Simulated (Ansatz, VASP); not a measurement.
## Two plane-wave programs on Sr

Contents of INCAR:

```
PREC = Accurate ; ENCUT = 520
EDIFF = 1E-7 ; ISMEAR = 0
SIGMA = 0.03 ; LREAL = F
LASPH = T ; NELM = 80
ALGO = Normal ; ISIF = 2
LWAVE = F ; LCHARG = T
GGA = PS ; LELF = T
LVHAR = T ; NBANDS = 11
```

KPOINTS

```
Automatic mesh
0
Gamma
  10 10 10
```

Contents of POSCAR:

```
Sr
1.0
    0.0000000000      3.1640440000      3.1640440000
    3.1640440000      0.0000000000      3.1640440000
    3.1640440000      3.1640440000      0.0000000000
Sr
1
Direct
    0.0000000000      0.0000000000      0.0000000000
```

Input for Ansatz:

```yaml
crystal:
  lattice:
    - [0.0, 3.164044, 3.164044]
    - [3.164044, 0.0, 3.164044]
    - [3.164044, 3.164044, 0.0]
  atoms:
    - { symbol: Sr, position: [0.0, 0.0, 0.0] }
basis:
  ecutwfc: 420
kpoints:
  mp_grid: { grid: [10, 10, 10] }
hamiltonian:
  xc: pbesol
scf:
  occupations: { method: gaussian, width: 0.03 }
output:
  forces: true
  stress: true
  eigenvalues: true
```

Change from the starting cell: strain +0.040 along x and y, +0.040 along z, atoms carried along.

Alike in both runs: task single point; functional PBEsol; k mesh 10 × 10 × 10; occupations gaussian, width 0.03 eV; no spin polarisation.

|  | VASP | Ansatz |
| --- | --- | --- |
| version | VASP 6.6.1 | Ansatz 0.2.0 |
| potentials or method | VASP PAW PBE potentials, release 64 (Sr_sv) | scalar-relativistic, plane waves, PAW |
| plane-wave cutoff (eV) | 520 | 420 |
| valence electrons in the cell | 10 | 10 |

```csv
,VASP,Ansatz,Ansatz less VASP
gap on the k mesh at the Fermi level (eV),none,none,-
pressure (GPa),-1.7,-1.7,-0.01
```

A gap of «none» marks a metal or a gap that the smearing closes.

Caveats: the PAW data sets were made with another functional, which shifts forces and pressure a little (VASP).
